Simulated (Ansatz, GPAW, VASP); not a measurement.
## Sn: 3 runs at one level of theory

```
Sn
1.0
     0.00000    3.23334    3.23334
     3.23334    0.00000    3.23334
     3.23334    3.23334    0.00000
Sn
2
Cartesian
  4.8500 4.8500 4.8500
  3.2333 3.2333 3.2333
```

This isn't the form of Sn at room conditions, which is tetragonal (white tin).

Alike in all runs: task single point; functional PBE; k mesh 7 × 7 × 7; occupations gaussian, width 0.05 eV; no spin polarisation; no spin-orbit coupling. Pressure is positive in compression and, in plane waves, holds the error of the finite cutoff.

| program and potentials | plane-wave cutoff (eV) | notes | pressure (GPa) |
| --- | --- | --- | --- |
| Ansatz, all-electron LAPW, scalar-relativistic | - | - | 3.82 |
| VASP, PBE PAW files Sn_d_GW, 550 eV | 550 | - | 3.70 |
| GPAW, GPAW PAW data sets (gpaw-data 1.2.1) | 600 | - | 3.53 |

The pressure spans 3.53 (GPAW, GPAW PAW data sets (gpaw-data 1.2.1)) to 3.82 GPa (Ansatz, all-electron LAPW, scalar-relativistic), with all-electron results at 3.82.

Differences between rows come from potentials, basis sets and numerical settings, since the functional is the same but for its coding. Runs on potential files found faulty are left out.

The atoms form the diamond network of grey tin, and all three calculations put it under compression, from 3.53 to 3.82 GPa, so PBE would expand this cell if it were free to relax. The spread between programs is small beside the pressure itself, which makes the outward push a property of the functional at this volume rather than of any one potential. The cell lies close to the measured one for grey tin, only slightly smaller, so most of the pressure probably reflects PBE's known tendency to make bonds between heavy atoms too long. Its gradient correction favours inhomogeneous density and thus weakens cohesion, an error that grows down the carbon group as the cores become larger and more polarisable. The open, tetrahedrally bonded network is also soft, so even a modest pressure corresponds to a noticeable error in the lattice constant. A pressure at one volume says nothing about the balance between grey and white tin, which rests on a small energy difference and on lattice vibrations.
